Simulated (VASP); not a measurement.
Input of a VASP 6.6.1 run:

INCAR

```
  PREC = Accurate
  ENCUT = 520
  EDIFF = 1E-6
  ISMEAR = -1
  SIGMA = 0.05
  LREAL = False
  LASPH = True
  NELM = 100
  ALGO = Fast
  ISIF = 2
  LWAVE = False
  LCHARG = False
  GGA = RP
```

The input KPOINTS:

```
regular mesh
0
Gamma
  14 14 14
```

Contents of POSCAR:

```
B
1.0
    1.8852400000      0.0000000000      0.0000000000
    0.0000000000      1.8852400000      0.0000000000
    0.0000000000      0.0000000000      1.8852400000
B
1
Direct
    0.5000000000      0.5000000000      0.5000000000
```

File KPOINTS_OPT:

```
path GXMGRX,MR
20
line-mode
reciprocal
 0.0000000000  0.0000000000  0.0000000000  G
 0.0000000000  0.5000000000  0.0000000000  X

 0.0000000000  0.5000000000  0.0000000000  X
 0.5000000000  0.5000000000  0.0000000000  M

 0.5000000000  0.5000000000  0.0000000000  M
 0.0000000000  0.0000000000  0.0000000000  G

 0.0000000000  0.0000000000  0.0000000000  G
 0.5000000000  0.5000000000  0.5000000000  R

 0.5000000000  0.5000000000  0.5000000000  R
 0.0000000000  0.5000000000  0.0000000000  X

 0.5000000000  0.5000000000  0.0000000000  M
 0.5000000000  0.5000000000  0.5000000000  R
```

Potentials or basis: VASP PAW PBE potentials, release 64 (B).

The run is started by

```bash
$ cat potpaw_PBE.64/B/POTCAR > POTCAR
$ mpirun -np 1 vasp_std > vasp.out
```

(1) Predict the band gap along the path.

(2) Predict the pressure.

## Answers

(1) none (metal or under the smearing width).

(2) 3.9 GPa.

Caveat: the PAW data sets were made with another functional, which shifts forces and pressure a little.
